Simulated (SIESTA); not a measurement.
CuI (Marshite):

```
CELL_PARAMETERS angstrom
0.00000 3.03150 3.03150
3.03150 0.00000 3.03150
3.03150 3.03150 0.00000
ATOMIC_POSITIONS crystal
I 0.00000 0.00000 0.00000
Cu 0.75000 0.75000 0.75000
```

Base run:

- Program: SIESTA 5.4.2
- Functional: PBEsol
- Potentials or basis: PseudoDojo 0.4 standard (PBEsol files)
- Basis: DZP (energy shift 0.003 Ry; two zetas on semicore shells)
- Grid cutoff: 800 Ry
- Energy shift: 0.003 Ry
- k mesh: 8 × 8 × 8
- Occupations: fermi-dirac, width 0.05 eV
- Spin: no spin polarisation

Its results: band gap on the k mesh 1.59 eV, direct; pressure -1.6 GPa.

**Question.** The run is repeated on the same cell with these changes: functional from PBEsol to PBE; potentials or basis from PseudoDojo 0.4 standard (PBEsol files) to PseudoDojo 0.4 standard (PBE files). What comes out?

**Answer.** Band gap on the k mesh 1.73 eV, direct; pressure 1.5 GPa.

Caveats: short orbitals over semicore shells can move pressures by several GPa; spin-orbit coupling is left out, which moves the levels of the heavy elements; the basis of atomic orbitals isn't converged, which shifts pressures, moduli and gaps.

Not every run made on this cell is shown here.
